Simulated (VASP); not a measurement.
# WC (P-6m2) in VASP: single point with PBE

Aim: the single point of WC with PBE.

Everything below comes from runs of VASP 6.6.1. Logs are shortened: lines on timing, memory, paths and dates and some standing lists are left out, and cuts for length are marked.

**1. Starting point**

Symmetry: P-6m2, No. 187, hexagonal system. The conventional cell has a = 2.924 Å, b = 2.924 Å, c = 2.850 Å, α = 90.00°, β = 90.00°, γ = 120.00°. W (site symmetry -6m2) has 6 C at 2.21 Å as nearest neighbours. C (site symmetry -6m2) has 6 W at 2.21 Å as nearest neighbours.

**2. Single point, PBE**

File INCAR:

```
PREC = Accurate
ENCUT = 520
EDIFF = 1E-7
ISMEAR = 1
SIGMA = 0.1
LREAL = False
LASPH = True
NELM = 80
ALGO = Normal
ISIF = 2
LWAVE = False
LCHARG = False
GGA = PE
NBANDS = 16
ICORELEVEL = 1
```

File KPOINTS:

```
Automatic mesh
0
Gamma
  14 10 28
```

File POSCAR:

```
WC
1.0
    2.9239164000      0.0000000000      0.0000000000
   -1.4619581000      3.8120883700      0.0000000000
    0.0000000000     -2.1300789500      1.8928319700
W C
1 1
Direct
    0.0000000000      0.0000000000      0.0000000000
    0.3333340000      0.6666670000      0.1666670000
```

Potentials or basis: VASP PAW PBE potentials, release 64 (W_sv, C).

Command:

```
cat potpaw_PBE.64/W_sv/POTCAR potpaw_PBE.64/C/POTCAR > POTCAR
mpirun -np 1 vasp_std > vasp.out
```

OUTCAR:

```text
PREC = Accurate
   ENCUT = 520
   EDIFF = 1E-7
   ISMEAR = 1
   LREAL = False
   LASPH = True
   NELM = 80
   ISIF = 2
   GGA = PE

 ion  position               nearest neighbor table
   1  0.000  0.000  0.000-   2 2.21   2 2.21   2 2.21   2 2.21   2 2.21   2 2.21
   2  0.333  0.667  0.167-   1 2.21   1 2.21   1 2.21   1 2.21   1 2.21   1 2.21

  LATTYP: Found a hexagonal cell.
 ALAT       =     2.9239170006
 C/A-ratio  =     0.9745728083

  Lattice vectors:

 A1 = (  -1.4619583000,  -1.6820094200,  -1.8928319700)
 A2 = (   2.9239164000,   0.0000000000,   0.0000000000)
 A3 = (   0.0000000000,  -2.1300789500,   1.8928319700)

Analysis of symmetry for initial positions (statically):
=====================================================================
 Subroutine PRICEL returns:
 Original cell was already a primitive cell.

 Routine SETGRP: Setting up the symmetry group for a
 hexagonal supercell.

 Subroutine GETGRP returns: Found 12 space group operations
 (whereof 12 operations were pure point group operations)
 out of a pool of 24 trial point group operations.

The static configuration has the point symmetry D_3h.

Analysis of symmetry for dynamics (positions and initial velocities):
=====================================================================
 Subroutine PRICEL returns:
 Original cell was already a primitive cell.

 Routine SETGRP: Setting up the symmetry group for a
 hexagonal supercell.

 Subroutine GETGRP returns: Found 12 space group operations
 (whereof 12 operations were pure point group operations)
 out of a pool of 24 trial point group operations.

The dynamic configuration has the point symmetry D_3h.

 Subroutine INISYM returns: Found 12 space group operations
 (whereof 12 operations are pure point group operations),
 and found     1 'primitive' translations

----------------------------------------------------------------------------------------

                                     Primitive cell

  volume of cell :      21.0979

  direct lattice vectors                    reciprocal lattice vectors
     2.923916400  0.000000000  0.000000000     0.342007042  0.131161693  0.147601460
    -1.461958100  3.812088370  0.000000000     0.000000000  0.262323405  0.295202940
     0.000000000 -2.130078950  1.892831970     0.000000000  0.000000000  0.528308913

  length of vectors
[... 105 lines left out ...]
   LREAL  =      F    real-space projection
   EDIFFG = 0.1E-05   stopping-criterion for IOM
   NSW    =      0    number of steps for IOM
   IBRION =     -1    ionic relax: 0-MD 1-quasi-New 2-CG
   NFREE  =      0    steps in history (QN), initial steepest desc. (CG)
   ISIF   =      2    stress and relaxation
   ISYM   =      2    0-nonsym 1-usesym 2-fastsym
   POTIM  = 0.5000    time-step for ionic-motion
   TEBEG  =    0.0;   TEEND  =   0.0 temperature during run
   PSTRESS=    0.0 pullay stress
   NELECT =      18.0000    total number of electrons
   NUPDOWN=      -1.0000    fix difference up-down
   EMIN   =  10.00;   EMAX   =-10.00  energy-range for DOS
   EFERMI =   0.00;   METHOD = LEGACY
   ISMEAR =     1;   SIGMA  =   0.10  broadening in eV -4-tet -1-fermi 0-gaus
   EFERMI_NEDOS =   21; number of points for ismear=-14 and -15
   IALGO  =     38    algorithm
   IMIX   =      4    mixing-type and parameters
     AMIX     =   0.40;   BMIX     =  1.00
     AMIX_MAG =   1.60;   BMIX_MAG =  1.00
  volume/ion in A,a.u.               =      10.55        71.19
  Fermi-wavevector in a.u.,A,eV,Ry     =   1.552693  2.934165 32.801693  2.410856
  Thomas-Fermi vector in A             =   2.657032
   LORBIT       =      0    0 simple, 1 ext, 2 COOP (PROOUT), +10 PAW based schemes
   GGA     = PE    functional components
   LHFCALC =     F    Hartree Fock is set to
   AEXX    =    0.0000 exact exchange contribution
   IVDW    =     0    specifies the selected vdW correction
   LEPSILON=     F    determine dielectric tensor
   LRPA    =     F    only Hartree local field effects (RPA)
 non-spin polarized calculation
 Methfessel and Paxton  Order N= 1 SIGMA  =   0.10
  energy-cutoff  :      520.00
  volume of cell :       21.10
 maximum number of plane-waves:       599
 NGX is ok and might be reduce to    24
   NGX = 11   NGY = 15   NGZ = 11

 number of electron      18.0000000 magnetization

 Free energy of the ion-electron system (eV)
  ---------------------------------------------------
  ext. energy  EPLUGINS =         0.00000000
  ---------------------------------------------------
  free energy    TOTEN  =       -22.44910292 eV

  energy without entropy =      -22.44904350  energy(sigma->0) =      -22.44908311

 the core state eigenenergies are
   1-  1s -69452.1277  2s -11972.7167  2p -10466.3200  3s  -2745.3301  3p  -2299.4431
       3d  -1787.4043  4s   -553.8007  4p   -407.5896  4d   -222.4741  4f    -17.3828

   2-  1s   -254.4711

 E-fermi :  10.8290     XC(G=0): -13.7079

 val. band max:       10.8213781711   @ k =  -0.0714   0.1000   0.4643
 cond. band min:      10.8308745021   @ k =   0.4286   0.2000   0.0000
 fundamental gap:      0.0094963311
 Fermi energy:        10.8290393004

 k-point     1 :       0.0000    0.0000    0.0000
  band No.  band energies     occupation
      1     -63.1971      2.00000
      2     -27.1742      2.00000
      3     -27.0831      2.00000
      4     -27.0831      2.00000
      5      -3.4797      2.00000
      6       6.6259      2.00000
[... 277 lines left out ...]
 k-point    16 :       0.5000    0.1000   -0.0000
  band No.  band energies     occupation

------------------------ aborting loop because EDIFF is reached ----------------------------------------

  FORCE on cell =-STRESS in cart. coord.  units (eV):
  Direction    XX          YY          ZZ          XY          YZ          ZX
  --------------------------------------------------------------------------------------
  -------------------------------------------------------------------------------------
  Total        0.0274452      0.0191437      0.0208899      0.0000000      0.0073769      0.0000000
  in kB        2.0841887      1.4537701      1.5863811      0.0000001      0.5602039      0.0000001
  external PRESSURE =       1.7081133 kB  Pullay stress =       0.0000000 kB

 VOLUME and BASIS-vectors are now :
 -----------------------------------------------------------------------------
  energy-cutoff  :      520.00
  volume of cell :       21.10
      direct lattice vectors                 reciprocal lattice vectors
     2.923916400  0.000000000  0.000000000     0.342007042  0.131161693  0.147601460
    -1.461958100  3.812088370  0.000000000     0.000000000  0.262323405  0.295202940
     0.000000000 -2.130078950  1.892831970     0.000000000  0.000000000  0.528308913

 POSITION                                       TOTAL-FORCE (eV/Angst)
 -----------------------------------------------------------------------------------
      0.00000      0.00000      0.00000        -0.000000      0.000000     -0.000000
      0.00000      2.18638      0.31547         0.000000     -0.000000      0.000000
 -----------------------------------------------------------------------------------
    total drift:                               -0.000335     -0.000130     -0.000146

  FREE ENERGIE OF THE ION-ELECTRON SYSTEM (eV)
  ---------------------------------------------------
  free  energy   TOTEN  =       -22.4491029163 eV

  energy  without entropy=      -22.4490435047  energy(sigma->0) =      -22.44908311
```

OSZICAR:

```text
N       E                     dE             d eps       ncg     rms          rms(c)
DAV:   1     0.109800989934E+03    0.10980E+03   -0.93655E+03 52320   0.125E+03
DAV:   2    -0.222851538475E+02   -0.13209E+03   -0.12774E+03 61632   0.335E+02
DAV:   3    -0.255146480599E+02   -0.32295E+01   -0.32166E+01 58784   0.499E+01
DAV:   4    -0.255320517479E+02   -0.17404E-01   -0.17403E-01 67424   0.412E+00
DAV:   5    -0.255321827314E+02   -0.13098E-03   -0.13098E-03 58520   0.340E-01    0.314E+01
DAV:   6    -0.225374989154E+02    0.29947E+01   -0.58501E+00 63944   0.259E+01    0.807E+00
DAV:   7    -0.224776525475E+02    0.59846E-01   -0.44791E-01 55056   0.510E+00    0.601E+00
DAV:   8    -0.224503879496E+02    0.27265E-01   -0.69069E-02 59336   0.225E+00    0.106E+00
DAV:   9    -0.224491711616E+02    0.12168E-02   -0.32023E-03 58256   0.448E-01    0.125E-01
DAV:  10    -0.224491054471E+02    0.65715E-04   -0.31114E-04 63424   0.200E-01    0.646E-02
DAV:  11    -0.224491039954E+02    0.14517E-05   -0.16164E-05 60008   0.354E-02    0.111E-02
DAV:  12    -0.224491029956E+02    0.99978E-06   -0.34024E-06 58192   0.162E-02    0.168E-03
DAV:  13    -0.224491029163E+02    0.79276E-07   -0.13210E-07 58768   0.306E-03
   1 F= -.22449103E+02 E0= -.22449083E+02  d E =-.594116E-04
```

stdout:

```text
POSCAR found type information on POSCAR W C
 POSCAR found :  2 types and       2 ions
 scaLAPACK will be used
 LDA part: xc-table for (Slater+PW92), standard interpolation
 -----------------------------------------------------------------------------
|                                                                             |
|           W    W    AA    RRRRR   N    N  II  N    N   GGGG   !!!           |
|           W    W   A  A   R    R  NN   N  II  NN   N  G    G  !!!           |
|           W    W  A    A  R    R  N N  N  II  N N  N  G       !!!           |
|           W WW W  AAAAAA  RRRRR   N  N N  II  N  N N  G  GGG   !            |
|           WW  WW  A    A  R   R   N   NN  II  N   NN  G    G                |
|           W    W  A    A  R    R  N    N  II  N    N   GGGG   !!!           |
|                                                                             |
|     Your reciprocal lattice and k-lattice belong to different lattice       |
|     classes:                                                                |
|                                                                             |
|        The reciprocal lattice is hexagonal,                                 |
|        whereas your k-lattice is triclinic.                                 |
|                                                                             |
|     Results are often still useful ...                                      |
|                                                                             |
 -----------------------------------------------------------------------------

 POSCAR, INCAR and KPOINTS ok, starting setup
 FFT: planning ... GRIDC
 FFT: planning ... GRID_SOFT
 FFT: planning ... GRID
 WAVECAR not read
 entering main loop
```

Run time: 4 min. Hardware: 1 thread of Intel Xeon Platinum 8488C (Sapphire Rapids), shared host; peak memory 0.63 GiB.

What came out:

```
Free energy            : -22.4491 eV
Pressure               : 0.2 GPa
Band gap on the k mesh : none (metal or under the smearing width)
```

Core levels (eV, on the scale of the bands):
```tsv
atom	levels
1 W	1s -69452.1, 2s -11972.7, 2p -10466.3, 3s -2745.3, 3p -2299.4, 3d -1787.4, 4s -553.8, 4p -407.6, 4d -222.5, 4f -17.4
2 C	1s -254.5
```

The run has no spin-orbit coupling, so splittings on W are missing.
